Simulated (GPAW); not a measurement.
Runs of GPAW 26.7.0 on CdS (Greenockite). The structure is hexagonal, space group P6_3mc (No. 186). Conventional cell: a = 4.150 Å, b = 4.150 Å, c = 6.737 Å, α = 90.00°, β = 90.00°, γ = 120.00°. Cd (site symmetry 3m) has 4 S at 2.53 to 2.54 Å as nearest neighbours. Around S (site symmetry 3m) lie 4 Cd at 2.53 to 2.54 Å. 

```tsv
task	level	potentials or basis	spin	cell	k mesh	cutoff (eV)	maxiter	optimizer	fmax	max steps	band path	other keys	mesh quality	gap on the mesh (eV)	pressure (GPa)	largest force (eV/Å)
relaxation of cell and atoms	BP86+D3	PAW data sets generated in the run's folder for this functional, pw	off	relaxed	5 × 5 × 3	600	150	FIRE	0.02 eV/Å	40	-	-	not flagged	1.18	0.0	0.01
single point	PBE	GPAW PAW data sets (gpaw-data 1.2.1), pw	off	as given	7 × 7 × 4	600	150	-	-	-	-	-	not flagged	1.18	(a)	0.07
single point	PBE	GPAW PAW data sets (gpaw-data 1.2.1), pw	off	as given	4 × 4 × 2	600	75	-	-	-	-	several, not listed	coarse	1.17	1.9	0.05
band structure	optPBE-vdW	GPAW PAW data sets (gpaw-data 1.2.1), pw	SOC, no magnetisation	as given	5 × 5 × 3	600	150	-	-	-	GMKGALHA,LM,KH	-	not flagged	1.19	-	0.06
single point	PBE	GPAW PAW data sets (gpaw-data 1.2.1), pw	off	as given	5 × 5 × 3	700	50	-	-	-	-	several, not listed	not flagged	1.17	1.9	0.06
```

Alike in all rows: smearing fermi-dirac 0.05 eV.

**Question.** Estimate the missing entries.

**Answer.** (a) 1.8.

Caveats: some runs use coarse meshes; later steps reuse the first step's grids (some runs); spin-orbit coupling was added after a scalar SCF, so levels and gaps hold it while energy, forces, pressure and moments don't (some runs); this program's spin-orbit splittings come out too wide for heavy elements (some runs); the PAW data sets were made with another functional, which shifts forces and pressure a little (some runs).

A k mesh can miss the band edges, and rows without SOC leave out spin-orbit coupling on Cd.
